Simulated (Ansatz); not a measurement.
# Eu (fcc)

Computed with Ansatz (plane waves, PAW, 420 eV cutoff): PBE, scalar-relativistic, collinear spin, Γ-centred 12×12×12 mesh, 0.05 eV Gaussian smearing; PAW files: Ansatz's generated set soft_2.

```
Eu
1.0
     0.00000    2.74418    2.74418
     2.74418    0.00000    2.74418
     2.74418    2.74418    0.00000
Eu
1
Cartesian
  0.0000 0.0000 0.0000
```

At room temperature and ambient pressure Eu is bcc.

Magnetic state: ferromagnetic, site spin moments Eu 7.21 μB.

The cell is relaxed to zero pressure at this level.

Path: Γ–X–U | K–Γ–L–W–X, with Γ = (0.000, 0.000, 0.000), X = (0.500, 0.000, 0.500), U = (0.625, 0.250, 0.625), K = (0.375, 0.375, 0.750), L = (0.500, 0.500, 0.500), W = (0.500, 0.250, 0.750) in reciprocal vectors of the calculation's cell.

Q: Is it a metal or an insulator, and if it has a gap, where are the band edges on this path?

A: A metal: bands cross the Fermi level.

Levels between -3 and 5 eV from the Fermi level at the path's named points:
```tsv
point	spin	below E_F (eV)	above E_F (eV)
Γ	up	-0.60 -0.48 -0.48 -0.48 -0.36 -0.36 -0.36	1.79 1.79 1.79 3.75 3.75
Γ	down		3.00 3.00 3.00 3.73 4.09 4.09 4.09 4.48 4.48 4.48
X	up	-1.54 -0.71 -0.50 -0.50 -0.50 -0.47 -0.38 -0.38 -0.36	1.91
X	down	-0.65	0.45 2.92 4.07 4.07 4.20 4.33 4.36 4.36 4.60
U and K	up	-0.97 -0.55 -0.50 -0.48 -0.48 -0.40 -0.37 -0.36 -0.23	1.06 3.55 4.93
U and K	down		0.07 0.79 2.16 3.84 3.88 4.14 4.33 4.35 4.38 4.43
L	up	-1.89 -0.58 -0.52 -0.52 -0.45 -0.36 -0.36 -0.35	0.63 1.63 1.63
L	down	-0.78	1.62 2.75 2.75 3.80 4.12 4.12 4.40 4.40 4.40 4.49
W	up	-0.74 -0.57 -0.52 -0.52 -0.46 -0.46 -0.36 -0.21	0.39 0.39 2.51
W	down		0.32 1.49 1.49 2.95 4.14 4.14 4.33 4.38 4.39 4.39 4.85
```

Without a U the 4f levels of Eu lie too near the Fermi level, so their share of the states there, and what hangs on it, is overstated. Spin–orbit coupling, which matters for such heavy elements, is left out. Site moments are of spin, integrated over atomic spheres.
